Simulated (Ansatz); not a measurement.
**Guessed and relaxed cells of Cl**

A trial structure of Cl was built thus: random cell by space group and Wyckoff sites (Cmcm, No. 63). Lengths were set from tabulated atomic sizes, so they are only a guess.

start.xyz

```xyz
4
Lattice="2.8524 -3.4697 0.0000 2.8524 3.4697 0.0000 0.0000 0.0000 5.3700" Properties=species:S:1:pos:R:3 pbc="T T T"
Cl    2.8524   -0.8905    0.0075
Cl    2.8524    0.8905    2.6925
Cl    2.8524   -0.8905    2.6775
Cl    2.8524    0.8905    5.3625
```

Computed with DFT PBE, scalar-relativistic, plane waves, PAW (Ansatz 0.2.0). Cutoff 420 eV, Gaussian smearing, Γ-centred meshes. Cell and atoms relax first on a coarse mesh and then on a converged one. In between, the cell is made exact in the group found at 0.06 Å. The steps can't lower the symmetry of their start. No spin polarisation.

end.xyz

```xyz
2
Lattice="2.1901 -4.6193 0.0000 2.1901 4.6193 0.0000 0.0000 0.0000 4.3336" Properties=species:S:1:pos:R:3 pbc="T T T"
Cl    2.1901   -1.0067    0.0000
Cl    2.1901    1.0067    0.0000
```

The symmetry goes from Cmcm (No. 63) to Cmmm (No. 65), and the primitive cell from 4 to 2 atoms. The volume per atom grows by 65.0 %, from 26.6 to 43.8 Å³. The shortest distance goes from 1.78 Å (Cl–Cl) to 2.01 Å (Cl–Cl). The energy falls by about 1.1 eV/atom (the start's value is from the coarse mesh). The end is written in a standard setting, so origin, axes and order of atoms can differ from the start's.

```
Volume per atom                          : 43.8 Å³
Density                                  : 1.3 g/cm³
Energy over the standard state           : −0.035 eV/atom
Gap on the 8×8×6 mesh of the 2-atom cell : 1.80 eV
```

Energies count from the standard state of Cl at the same level (the diatomic molecule). It comes out below the standard state at this level of theory.

The last run used Gaussian smearing of 0.02 eV. No dispersion correction is applied, so the spacing and binding between layers, chains or molecules are poorly described. Kohn–Sham gaps at this level usually fall short of measured ones. A later test with randomly moved atoms ended 1 meV/atom lower on a coarse mesh, in P-1 at a loose tolerance, which is no clear verdict on its stability. In all, the 4 runs took 3.2 min on 1 thread of Intel(R) Xeon(R) Processor @ 2.50GHz (Skylake/Cascade Lake), on a shared host.
